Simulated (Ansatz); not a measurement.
Wanted: the native input for an Ansatz 0.2.0 run.

- Task: single point
- Functional: HSE06 form with a typed share of exact exchange
- Potentials or basis: Ansatz PAW
- Cutoff: 420 eV (not typed: the program's choice for these potentials)
- k mesh: 6 × 6 × 6
- Occupations: fermi-dirac, width 0.05 eV
- Spin: no spin polarisation
- Share of exact exchange: 0.15

Sb:

```
Sb
1.0
    -1.87134    1.87134    1.87134
     1.87134   -1.87134    1.87134
     1.87134    1.87134   -1.87134
Sb
1
Cartesian
  0.0000 0.0000 0.0000
```

This isn't the form of Sb at room conditions, which is rhombohedral.

The input as run:

input.yaml

```yaml
crystal:
  lattice:
    - [-1.8713408863, 1.8713408863, 1.8713408863]
    - [1.8713408863, -1.8713408863, 1.8713408863]
    - [1.8713408863, 1.8713408863, -1.8713408863]
  atoms:
    - { symbol: Sb, position: [0.0, 0.0, 0.0] }
hamiltonian:
  xc:
    exchange: pbe
    correlation: pbe
    exx: { coeff: 0.15, omega: 0.2078699 }
  pseudopotentials: { kind: paw }
kpoints:
  mp_grid: { grid: [6, 6, 6] }
scf:
  occupations: { method: fermi_dirac, width: 0.05 }
output:
  forces: true
  stress: true
  eigenvalues: true
```

Potentials or basis: Ansatz PAW.

Command:

```bash
$ ansatz run input.yaml --threads 2 --pin off --max-ram 5632MiB --backend cpu --events-out ev --progress --plain --runs-dir out
```

Results of the run:

| Property | Result |
| --- | --- |
| Pressure | 2.4 GPa |
| Band gap on the k mesh | none (metal or under the smearing width) |

Caveat: the k mesh is coarse (spacing up to 0.40 Å⁻¹), so the values aren't converged, least of all with exact exchange; the PAW data sets come from PBE, with cores solved anew for the run's functional, which leaves a small shift of forces and pressure; the thresholds are loose for stress.

Run time: 8.9 s on 2 threads of Arm Neoverse V1, with other jobs on the host, peak memory 0.68 GiB.
